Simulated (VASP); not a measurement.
Input of a VASP 6.6.1 run:

INCAR

```
SYSTEM = PbO2
PREC = Accurate ; ENCUT = 520
EDIFF = 1E-6 ; ISMEAR = 0
SIGMA = 0.01 ; LREAL = .False.
LASPH = .True. ; NELM = 100
ALGO = Normal ; ISIF = 2
LWAVE = .False. ; LCHARG = .True.
GGA = CA ; LELF = .True.
LVHAR = .True. ; NBANDS = 35
```

Contents of KPOINTS:

```
regular mesh
0
Gamma
  4 4 6
  0 0 0
```

The input POSCAR:

```
PbO2
1.0
    4.9352141067      0.0000000000      0.0000000000
    0.0000000000      4.9352141067      0.0000000000
    0.0000000000      0.0000000000      3.3919973731
Pb O
2 4
Direct
    0.0000000000      0.0000000000      0.0000000000
    0.5000000000      0.5000000000      0.5000000000
    0.3073596715      0.3073596715      0.0000000000
    0.1926403285      0.8073596715      0.5000000000
    0.6926403285      0.6926403285      0.0000000000
    0.8073596715      0.1926403285      0.5000000000
```

Potentials or basis: VASP PAW LDA potentials, release 64 (Pb_d, O).

Command:

```console
$ cat potpaw_LDA.64/Pb_d/POTCAR potpaw_LDA.64/O/POTCAR > POTCAR
$ mpirun -np 1 vasp_std > vasp.out
```

**Question.** Estimate the pressure.

**Answer.** 0.5 GPa.

**Question.** Predict the largest force.

**Answer.** 0.011 eV/Å.

Forces on the atoms (eV/Å):
```
Pb   0.000  0.000  0.000
Pb   0.000  0.000  0.000
O   -0.008 -0.008  0.000
O    0.008 -0.008  0.000
O    0.008  0.008  0.000
O   -0.008  0.008  0.000
```
